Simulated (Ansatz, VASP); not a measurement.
Hg: VASP beside Ansatz

The input INCAR:

```
SYSTEM = Hg
PREC = Accurate ; ENCUT = 520
EDIFF = 1E-7 ; ISMEAR = 0
SIGMA = 0.05 ; LREAL = .False.
LASPH = .True. ; NELM = 80
ALGO = Normal ; ISIF = 2
LWAVE = .False. ; LCHARG = .False.
GGA = PS ; NBANDS = 12
```

File KPOINTS:

```
regular mesh
0
Gamma
  12 12 12
  0 0 0
```

File POSCAR:

```
Hg
1.0
    0.0000000000      2.3324723823      2.3324723823
    2.3324723823      0.0000000000      2.3324723823
    2.3324723823      2.3324723823      0.0000000000
Hg
1
Direct
    0.0000000000      0.0000000000      0.0000000000
```

Input for Ansatz:

```yaml
crystal:
  lattice:
    - [0.0, 2.3324723823, 2.3324723823]
    - [2.3324723823, 0.0, 2.3324723823]
    - [2.3324723823, 2.3324723823, 0.0]
  atoms:
    - { symbol: Hg, position: [0.0, 0.0, 0.0] }
basis:
  ecutwfc: 420
kpoints:
  mp_grid: { grid: [12, 12, 12] }
hamiltonian:
  xc: pbesol
scf:
  occupations: { method: gaussian, width: 0.05 }
output:
  forces: true
  stress: true
  eigenvalues: true
```

Alike in both runs: task single point; functional PBEsol; k mesh 12 × 12 × 12; occupations gaussian, width 0.05 eV; no spin polarisation.

|  | VASP | Ansatz |
| --- | --- | --- |
| version | VASP 6.6.1 | Ansatz 0.2.0 |
| potentials or method | VASP PAW PBE potentials, release 64 (Hg) | scalar-relativistic, plane waves, PAW |
| plane-wave cutoff (eV) | 520 | 420 |
| valence electrons in the cell | 12 | 20 |

|  | VASP | Ansatz | Ansatz less VASP |
| --- | --- | --- | --- |
| gap on the k mesh at the Fermi level (eV) | none | none | - |
| pressure (GPa) | -1.9 | -2.1 | -0.22 |

A gap of «none» marks a metal or a gap that the smearing closes. The two sets of potentials don't hold the same shells in valence.

Caveats: the PAW data sets were made with another functional, which shifts forces and pressure a little (VASP). Spin-orbit coupling is left out, which matters for the levels of Hg.
